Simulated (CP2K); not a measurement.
Ir, 2 atoms in the cell. The typed cell holds 2 atoms: a = 2.751 Å, b = 2.751 Å, c = 4.462 Å, α = 90.00°, β = 90.00°, γ = 120.00°. This isn't the form of Ir at room conditions, which is fcc. The cell isn't the ideal one: atoms moved at random, drawn with an rms of 0.05 Å.

- Program: CP2K 2026.2
- Task: single point
- Functional: PBEsol
- Potentials or basis: POTENTIAL_UZH Ir GTH-PBE-q17; TZVP-MOLOPT-PBE-GTH basis
- Density cutoff: 6123 eV
- k mesh: 11 × 11 × 6
- Occupations: fermi-dirac, width 0.05 eV
- Spin: no spin polarisation
- SCF solver: diagonalisation with k points
- Quickstep method: GPW
- EPS_DEFAULT: 1.0E-10
- EPS_SCF: 1.0E-6
- MAX_SCF: 100
- SCF_GUESS: ATOMIC
- k points reduced by the point group: yes
- Mesh centred on Gamma: yes
- CHOLESKY: OFF
- EPS_EIGVAL: 1.0E-7
- MIXING METHOD: BROYDEN_MIXING
- MIXING ALPHA: 0.4
- NBUFFER: 8
- NGRIDS: 4
- Basis sets: Ir TZVP-MOLOPT-PBE-GTH-q17
- Potentials: Ir GTH-PBE-q17 of POTENTIAL_UZH
- ADDED_MOS: [16]
- REL_CUTOFF (Ry): 60 Ry
- MIXING BETA (1/bohr): 1.5 1/bohr
- CUTOFF of the grids: 450 Ry

Potentials or basis: POTENTIAL_UZH Ir GTH-PBE-q17; TZVP-MOLOPT-PBE-GTH basis.

Launch:

```sh
$ OMP_NUM_THREADS=1 cp2k.psmp -i ir_scf.inp -o ir_scf.out
```

Hardware: 1 thread of Arm Neoverse V2, with other jobs on the host.

Q: How long does it take, and how much memory?

A: It took 3.1 min on 1 thread of Arm Neoverse V2, on a shared host, peak memory 0.5 GiB. Counts: scf iterations 11, k points 364, basis 70, bands 33, force evaluations 1.
